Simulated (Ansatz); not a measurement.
## CdTe: equation of state with PBE

The system is CdTe.

```
Te Cd
1.0
     0.00000    3.20500    3.20500
     3.20500    0.00000    3.20500
     3.20500    3.20500    0.00000
Te Cd
1 1
Direct
  0.75000 0.75000 0.75000
  0.00000 0.00000 0.00000
```

| Item | Value |
| --- | --- |
| Program | Ansatz 0.2.0 |
| Task | equation of state |
| Functional | PBE |
| Potentials or basis | Ansatz PAW earlier set |
| Cutoff | 640 eV |
| Density cutoff | 2560 eV |
| k mesh | 7 × 7 × 7 |
| Occupations | fermi-dirac, width 0.05 eV |
| Spin | no spin polarisation |

```
Equilibrium volume : 36.25 Å³/atom (rough: see the caveat)
Bulk modulus       : 35 GPa (rough)
```

Energy against volume, from the lowest point:
| volume (Å³/atom) | energy (meV/atom) |
| --- | --- |
| 30.947 | 109.50 |
| 31.605 | 79.13 |
| 32.263 | 54.30 |
| 32.922 | 34.45 |
| 33.580 | 19.08 |
| 34.239 | 7.73 |
| 34.897 | 0.00 |

All runs of the series together: 23 s on 2 threads of Arm Neoverse V1, with other jobs on the host.

Caveat: the minimum lies outside the volumes run. Spin-orbit coupling is left out, which matters for the levels of Te.
